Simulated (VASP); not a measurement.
# Ag (Im-3m) in VASP: further runs

The runs below take Ag through single point, with r2SCAN.

All numbers are computed with VASP 6.6.1; they aren't measurements. Logs are shortened: lines on timing, memory, paths and dates and some standing lists are left out, and cuts for length are marked.

### 1 The structure

The structure is cubic, space group Im-3m (No. 229). Conventional cell: a = 3.311 Å, b = 3.311 Å, c = 3.311 Å, α = 90.00°, β = 90.00°, γ = 90.00°. Ag (site symmetry m-3m) has 8 Ag at 2.87 Å as nearest neighbours.

This isn't the form of Ag at room conditions, which is fcc.

### 2 Single point, r2SCAN

File INCAR:

```
SYSTEM = Ag
PREC     = Accurate       ! precision mode
ENCUT    = 550            ! plane-wave cutoff, eV
EDIFF    = 1E-6           ! SCF threshold, eV
ISMEAR   = 1              ! smearing method
SIGMA    = 0.1            ! smearing width, eV
LREAL    = .False.        ! projectors in reciprocal space
LASPH    = .True.         ! aspherical terms in the spheres
NELM     = 100            ! most SCF steps
ALGO     = Normal         ! electronic algorithm
ISIF     = 2              ! what is computed and relaxed
LWAVE    = .False.        ! write WAVECAR
LCHARG   = .False.        ! write CHGCAR
METAGGA  = R2SCAN         ! meta-GGA
LMIXTAU  = .True.       
ADDGRID  = .False.
```

File KPOINTS:

```
regular mesh
0
Gamma
  12 12 12
  0 0 0
```

File POSCAR:

```
Ag
1.0
   -1.6556540000      1.6556540000      1.6556540000
    1.6556540000     -1.6556540000      1.6556540000
    1.6556540000      1.6556540000     -1.6556540000
Ag
1
Direct
    0.0000000000      0.0000000000      0.0000000000
```

Potentials or basis: VASP PAW PBE potentials, release 64 (Ag).

Command:

```bash
> cat potpaw_PBE.64/Ag/POTCAR > POTCAR
> mpirun -np 1 vasp_std > vasp.out
```

OUTCAR:

```text
SYSTEM = Ag
   PREC = Accurate
   ENCUT = 550
   EDIFF = 1E-6
   ISMEAR = 1
   LREAL = .False.
   LASPH = .True.
   NELM = 100
   ISIF = 2
   METAGGA = R2SCAN

 Found     72 irreducible k-points:

 Following reciprocal coordinates:
            Coordinates               Weight
  0.000000  0.000000  0.000000      1.000000
  0.083333  0.000000  0.000000     12.000000
  0.166667  0.000000  0.000000     12.000000
  0.250000  0.000000  0.000000     12.000000
  0.333333  0.000000  0.000000     12.000000
  0.416667  0.000000  0.000000     12.000000
   k-points           NKPTS =     72   k-points in BZ     NKDIM =     72   number of bands    NBANDS=      9
   number of dos      NEDOS =    301   number of ions     NIONS =      1
   total plane-waves  NPLWV =  13824
   dimension x,y,z NGX =    24 NGY =   24 NGZ =   24
   dimension x,y,z NGXF=    48 NGYF=   48 NGZF=   48
   ions per type =               1
   NGX,Y,Z   is equivalent  to a cutoff of  13.91, 13.91, 13.91 a.u.
   NGXF,Y,Z  is equivalent  to a cutoff of  27.83, 27.83, 27.83 a.u.
 SYSTEM =  Ag
   PREC   = accura    normal or accurate (medium, high low for compatibility)
   ISTART =      0    job   : 0-new  1-cont  2-samecut
   ICHARG =      2    charge: 1-file 2-atom 10-const
   ISPIN  =      1    spin polarized calculation?
   LNONCOLLINEAR =      F non collinear calculations
   LSORBIT =      F    spin-orbit coupling
   LASPH  =      T    aspherical Exc in radial PAW
   ENCUT  =  550.0 eV  40.42 Ry    6.36 a.u.   5.48  5.48  5.48*2*pi/ulx,y,z
   NELM   =    100;   NELMIN=  2; NELMDL= -5     # of ELM steps
   EDIFF  = 0.1E-05   stopping-criterion for ELM
   LREAL  =      F    real-space projection
   EDIFFG = 0.1E-04   stopping-criterion for IOM
   NSW    =      0    number of steps for IOM
   IBRION =     -1    ionic relax: 0-MD 1-quasi-New 2-CG
   NFREE  =      0    steps in history (QN), initial steepest desc. (CG)
   ISIF   =      2    stress and relaxation
   ISYM   =      2    0-nonsym 1-usesym 2-fastsym
   POTIM  = 0.5000    time-step for ionic-motion
   TEBEG  =    0.0;   TEEND  =   0.0 temperature during run
   PSTRESS=    0.0 pullay stress
   NELECT =      11.0000    total number of electrons
   NUPDOWN=      -1.0000    fix difference up-down
   EMIN   =  10.00;   EMAX   =-10.00  energy-range for DOS
   EFERMI =   0.00;   METHOD = LEGACY
   ISMEAR =     1;   SIGMA  =   0.10  broadening in eV -4-tet -1-fermi 0-gaus
   EFERMI_NEDOS =   21; number of points for ismear=-14 and -15
   IALGO  =     38    algorithm
   IMIX   =      4    mixing-type and parameters
     AMIX     =   0.40;   BMIX     =  1.00
     AMIX_MAG =   1.60;   BMIX_MAG =  1.00
  volume/ion in A,a.u.               =      18.15       122.51
  Fermi-wavevector in a.u.,A,eV,Ry     =   1.385318  2.617871 26.111022  1.919106
  Thomas-Fermi vector in A             =   2.509739
   LORBIT       =      0    0 simple, 1 ext, 2 COOP (PROOUT), +10 PAW based schemes
   METAGGA = R2SCAN    functional components
   LHFCALC =     F    Hartree Fock is set to
   AEXX    =    0.0000 exact exchange contribution
   IVDW    =     0    specifies the selected vdW correction
   LEPSILON=     F    determine dielectric tensor
   LRPA    =     F    only Hartree local field effects (RPA)
 non-spin polarized calculation
 Methfessel and Paxton  Order N= 1 SIGMA  =   0.10
  energy-cutoff  :      550.00
  volume of cell :       18.15
 maximum number of plane-waves:       555
 NGX is ok and might be reduce to    24
   NGX = 11   NGY = 11   NGZ = 11

 number of electron      11.0000001 magnetization

 Free energy of the ion-electron system (eV)
  ---------------------------------------------------
  ext. energy  EPLUGINS =         0.00000000
  ---------------------------------------------------
  free energy    TOTEN  =       -21.30186074 eV

  energy without entropy =      -21.30287230  energy(sigma->0) =      -21.30219793

 E-fermi :   7.7129     XC(G=0): -12.5282

 val. band max:        7.5738492183   @ k =  -0.3333   0.4167   0.1667
 cond. band min:       7.7664750514   @ k =   0.5000   0.0000   0.0000
 fundamental gap:      0.1926258331
 Fermi energy:         7.7128758171

 k-point     1 :       0.0000    0.0000    0.0000
  band No.  band energies     occupation
      1       0.1210      2.00000
      2       2.5751      2.00000
      3       2.5751      2.00000
      4       2.5752      2.00000
      5       3.7981      2.00000
      6       3.7981      2.00000
      7      26.0637      0.00000
      8      26.0637      0.00000
      9      26.0637      0.00000

 k-point     2 :       0.0833    0.0000    0.0000
  band No.  band energies     occupation
      1       0.3445      2.00000
      2       2.5242      2.00000
      3       2.5859      2.00000
      4       2.6971      2.00000
      5       3.7448      2.00000
      6       3.8017      2.00000
      7      25.3416      0.00000
      8      25.9335      0.00000
      9      26.1814      0.00000

 k-point     3 :       0.1667    0.0000    0.0000
  band No.  band energies     occupation
      1       0.9373      2.00000
      2       2.3875      2.00000
      3       2.6577      2.00000
      4       3.0430      2.00000
      5       3.6463      2.00000
      6       3.8139      2.00000
      7      22.9048      0.00000
      8      25.0449      0.00000
      9      26.4847      0.00000

 k-point     4 :       0.2500    0.0000    0.0000
  band No.  band energies     occupation
      1       1.4551      2.00000
      2       2.2063      2.00000
      3       3.1740      2.00000
      4       3.5504      2.00000
      5       3.6117      2.00000
      6       3.8363      2.00000
      7      19.5762      0.00000
      8      23.6091      0.00000
      9      25.6990      0.00000

 k-point     5 :       0.3333    0.0000    0.0000
  band No.  band energies     occupation
      1       1.4575      2.00000
      2       2.0310      2.00000
      3       3.6566      2.00000
      4       3.8654      2.00000
      5       4.1075      2.00000
      6       4.5810      2.00000
      7      16.2115      0.00000
      8      22.3521      0.00000
      9      23.8249      0.00000

 k-point     6 :       0.4167    0.0000    0.0000
  band No.  band energies     occupation
      1       1.3165      2.00000
      2       1.9062      2.00000
      3       3.7198      2.00000
      4       3.8913      2.00000
      5       4.5549      2.00000
      6       6.4668      2.00000
      7      13.1977      0.00000
      8      21.5367      0.00000
      9      22.5608      0.00000

 [... further k-points ...]

------------------------ aborting loop because EDIFF is reached ----------------------------------------

  FORCE on cell =-STRESS in cart. coord.  units (eV):
  Direction    XX          YY          ZZ          XY          YZ          ZX
  --------------------------------------------------------------------------------------
  -------------------------------------------------------------------------------------
  Total       -0.3546607     -0.3546607     -0.3546607      0.0000000      0.0000000     -0.0000000
  in kB      -31.3007637    -31.3007637    -31.3007637      0.0000000      0.0000000     -0.0000000
  external PRESSURE =     -31.3007637 kB  Pullay stress =       0.0000000 kB

 VOLUME and BASIS-vectors are now :
 -----------------------------------------------------------------------------
  energy-cutoff  :      550.00
  volume of cell :       18.15
      direct lattice vectors                 reciprocal lattice vectors
    -1.655654000  1.655654000  1.655654000     0.000000000  0.301995465  0.301995465
     1.655654000 -1.655654000  1.655654000     0.301995465  0.000000000  0.301995465
     1.655654000  1.655654000 -1.655654000     0.301995465  0.301995465  0.000000000

 POSITION                                       TOTAL-FORCE (eV/Angst)
 -----------------------------------------------------------------------------------
      0.00000      0.00000      0.00000         0.000000      0.000000     -0.000000
 -----------------------------------------------------------------------------------
    total drift:                                0.000000      0.000000      0.000000

  FREE ENERGIE OF THE ION-ELECTRON SYSTEM (eV)
  ---------------------------------------------------
  free  energy   TOTEN  =       -21.3018607403 eV

  energy  without entropy=      -21.3028722998  energy(sigma->0) =      -21.30219793
```

Wall time 18 s (1 thread of Intel Xeon 6975P-C (Granite Rapids), shared host); peak memory 0.15 GiB.

The run converged, but some of its settings lie outside the range that counts as converged, so its numbers aren't taken as properties of the crystal.

What came out:

```
Free energy            : -21.3019 eV
Pressure               : -3.1 GPa
Band gap on the k mesh : none (metal or under the smearing width)
```

Caveat: the PAW data sets were made with another functional, which shifts forces and pressure a little.

### 3 Single point, r2SCAN

INCAR, as its differences from that of step 2:

```diff
@@ -2,3 +2,3 @@
 PREC     = Accurate       ! precision mode
-ENCUT    = 550            ! plane-wave cutoff, eV
+ENCUT    = 400            ! plane-wave cutoff, eV
 EDIFF    = 1E-6           ! SCF threshold, eV
```

File KPOINTS:

```
regular mesh
0
Gamma
  15 15 15
  0 0 0
```

POSCAR is that of step 2.

Potentials or basis: VASP PAW PBE potentials, release 64 (Ag).

Command:

```bash
> cat potpaw_PBE.64/Ag/POTCAR > POTCAR
> mpirun -np 1 vasp_std > vasp.out
```

Run time: 26 s. Hardware: 1 thread of Intel Xeon 6975P-C (Granite Rapids), shared host; peak memory 0.13 GiB.

These settings aren't checked as converged: the numbers below hold their error.

Results:

| Quantity | Value |
| --- | --- |
| Free energy | -21.3190 eV |
| Pressure | -3.9 GPa |
| Band gap on the k mesh | none (metal or under the smearing width) |

Caveat: the PAW data sets were made with another functional, which shifts forces and pressure a little.

(Continued in part 2 of 2.)
